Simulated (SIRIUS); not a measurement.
Moving the dispersion correction in Tc

```xyz
2
Lattice="2.7400 0.0000 0.0000 -1.3700 2.3729 0.0000 0.0000 0.0000 4.3980" Properties=species:S:1:pos:R:3 pbc="T T T"
Tc    1.3700    0.7910    3.2985
Tc    0.0000    1.5819    1.0995
```

Kept alike: task equation of state; functional PBE; k mesh 11 × 11 × 6; occupations fermi-dirac, width 0.05 eV; no spin polarisation. Program: SIRIUS, all-electron FP-LAPW, apw+lo standard, cutoff 174 eV. The mesh is that of the run's cell of 2 atoms. No spin-orbit coupling.

| dispersion correction | volume (Å³/atom) | bulk modulus (GPa) |
| --- | --- | --- |
| D3(zero) | 14.085 | 315.4 |
| D3(BJ) | 14.079 | 317.4 |
| D4 | 14.128 | 316.1 |
| none | 14.424 | 300.1 |

For a metal such a mesh leaves the last digits unconverged. Volume and modulus come from cells scaled at fixed shape and fractions; off cubic symmetry such a modulus can lie above the relaxed one.

The volume runs from 14.079 (D3(BJ)) to 14.424 Å³/atom (none). Against no correction: D3(zero) -2.4 %; D3(BJ) -2.4 %; D4 -2.1 %. Dispersion terms mostly attract and so lower the volume; the schemes' coefficients and damping set how far. The bulk modulus runs from 300.1 (none) to 317.4 GPa (D3(BJ)).
